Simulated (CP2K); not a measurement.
TiO2 in CP2K: the effect of functional

The system is TiO2.

```
Ti O
1.0
     5.51847    0.00000    0.00000
    -1.60180    5.28088    0.00000
    -1.60188   -2.90482    4.41016
Ti O
4 8
Direct
  0.00000 0.50000 0.00000
  0.00000 0.00000 0.50000
  0.49524 0.24524 0.25000
  0.50475 0.75475 0.75000
  0.69508 0.69523 0.50015
  0.69508 0.19493 0.99985
  0.80452 0.74962 0.05490
  0.19472 0.74962 0.44510
  0.80528 0.25038 0.55490
  0.30492 0.80507 0.00015
  0.19548 0.25038 0.94510
  0.30492 0.30477 0.49985
```

The cell is a database's computed one.

Alike in all runs:

| Quantity | Value |
| --- | --- |
| Program | CP2K 2026.2 |
| Task | band structure |
| Potentials or basis | POTENTIAL_UZH Ti GTH-PBE-q12, O GTH-PBE-q6; DZVP-MOLOPT-PBE-GTH basis |
| Density cutoff | 11565 eV |
| k mesh | 5 × 5 × 5 |
| Occupations | fermi-dirac, width 0.05 eV |
| Spin | no spin polarisation |

Question: One run gave: gap on the mesh 1.72 eV; pressure -10.7 GPa; largest force 0.15 eV/Å. Which functional did it use?
A. PBE
B. BEEF-vdW
C. BLYP
D. TPSS
E. LDA

Answer: E.

| functional | gap on the mesh (eV) | pressure (GPa) | largest force (eV/Å) |
| --- | --- | --- | --- |
| PBE | 1.78 | -0.3 | 0.07 |
| LDA | 1.72 | -10.7 | 0.15 |
| PBEsol | 1.75 | -6.3 | 0.12 |
| BLYP | 1.78 | 5.2 | 0.03 |
| OLYP | 1.80 | 0.2 | 0.22 |
| BEEF-vdW | 1.77 | 1.0 | 0.04 |
| TPSS | 1.92 | -2.6 | 0.07 |

Caveats: the basis of atomic orbitals isn't converged, which shifts pressures, moduli and gaps; the potentials were made for another functional, which shifts forces and pressure (some runs).

